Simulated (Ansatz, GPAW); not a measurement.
**CoO: 3 runs at one level of theory**

```
Co O
1.0
     0.00000    2.13150    2.13150
     2.13150    0.00000    2.13150
     2.13150    2.13150    0.00000
Co O
1 1
Direct
  0.00000 0.00000 0.00000
  0.50000 0.50000 0.50000
```

Alike in all runs: task single point; functional PBE; k mesh 11 × 11 × 11; occupations gaussian, width 0.023 eV; collinear spin, ferromagnetic start; no spin-orbit coupling. The measured crystal is an antiferromagnetic insulator; the state found here is the runs' own. Pressure is positive in compression and, in plane waves, holds the error of the finite cutoff, which Ansatz's Pulay term estimates and takes out.

```tsv
program and potentials	plane-wave cutoff (eV)	notes	pressure (GPa)	net moment per atom (μB)
Ansatz, Ansatz PAW	420	11.5 valence electrons an atom on average	?	?
GPAW, GPAW PAW data sets (gpaw-data 1.2.1)	800	7.5 valence electrons an atom on average	-1.07	1.49
Ansatz, all-electron LAPW, scalar-relativistic	-	-	-1.68	1.49
```

Question: Estimate from the other rows what the run with Ansatz, Ansatz PAW gave.

Answer: Pressure -1.58 GPa; net moment per atom 1.49 μB. Its pressure holds a Pulay term of +0.74 GPa. The other rows, which needn't bracket it: pressure -1.68 to -1.07; net moment per atom 1.49.
